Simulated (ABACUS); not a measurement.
The system is GaSb.

```
Sb Ga
1.0
     0.00000    3.05900    3.05900
     3.05900    0.00000    3.05900
     3.05900    3.05900    0.00000
Sb Ga
1 1
Direct
  0.75000 0.75000 0.75000
  0.00000 0.00000 0.00000
```

Base run:

* Program: ABACUS 3.10.1
* Functional: TM
* Potentials or basis: SG15 ONCV 1.2 PBE
* Cutoff: 1279 eV
* Density cutoff: 5116 eV
* Basis: plane waves
* k mesh: 5 × 5 × 5
* Occupations: fermi-dirac, width 0.05 eV
* Spin: no spin polarisation

Its results: band gap on the k mesh 0.19 eV, direct; pressure -1.5 GPa.

**Question.** The run is repeated on the same cell with these changes: functional from TM to r2SCAN. What comes out?

**Answer.** Band gap on the k mesh none (metal or under the smearing width); pressure -1.1 GPa.

Caveats: the potentials were made for another functional, which shifts forces and pressure; spin-orbit coupling is left out, which moves the levels of the heavy elements (some runs); an odd mesh through Γ misses points on the zone boundary, where band edges often lie (some runs); this crystal is a semiconductor, whose small gap the functional closes, so the metal is an error of the method (some runs).
